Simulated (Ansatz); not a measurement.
Clean, relaxed (111) surface of Pt, space group Fm-3m (No. 225) (top face towards +c; atoms held fixed, by place in the list: 1, 2):

```xyz
4
Lattice="2.7705 0.0000 0.0000 -1.3852 2.3993 0.0000 0.0000 0.0000 23.7863" Properties=species:S:1:pos:R:3 pbc="T T T"
Pt    1.3852    0.7998    8.5000
Pt    0.0000    1.5995   10.7621
Pt    0.0000    0.0000   12.9984
Pt    1.3852    0.7998   15.2657
```

Level of theory: DFT PBEsol, scalar-relativistic, plane waves, PAW (Ansatz 0.2.0). Plane waves to 420 eV, a k mesh through Γ of 12×12×1 on the computed 4-atom cell and Gaussian smearing (0.10 eV); no spin polarisation. The cell repeats along c with a dipole correction in the vacuum.

H (atom) is adsorbed on the top face, one adsorbate per 6.6 Å², and relaxed from 3 starting sites (fractions of a and b). The adsorption energy is E(slab + adsorbate) − E(slab) − E(free adsorbate, spin-polarised where open-shell). Heights count from the highest slab atom after relaxation. Δφ is the top face's. Δp counts per cell along +c. Bonded neighbours lie within 1.25 times the sum of covalent radii (1.35 for H) and, on that scale, within 12 % of the closest. With the adsorbate the cell is lengthened along c to keep the vacuum.

```
                            start ends at E_ads (eV) height (Å) shortest contact  Δφ (eV)  Δp (e·Å)
         top (Pt) at (0.67, 0.33) (0.67, 0.33), 1 bonded neighbour (Pt)       -2.79        1.55       H–Pt 1.55 Å    -0.89    +0.034
hollow (Pt-Pt-Pt) at (0.00, 0.00) (0.00, 0.00), 3 bonded neighbours (Pt)       -2.82        0.93       H–Pt 1.85 Å    -0.65    +0.024
   bridge (Pt-Pt) at (0.17, 0.83) (0.33, 0.67), 3 bonded neighbours (Pt)       -2.87        0.93       H–Pt 1.85 Å    -0.65    +0.024
```

Among the sites tried, the lowest end comes from the bridge (Pt-Pt) at (0.17, 0.83) start; other sites may lie lower.

Each end is the local minimum or symmetric point that its start leads to. The slab is only 6.8 Å thick, so the energies aren't converged with thickness.

The adsorbed runs have no spin polarisation, so weakly bound open-shell ends lie too high.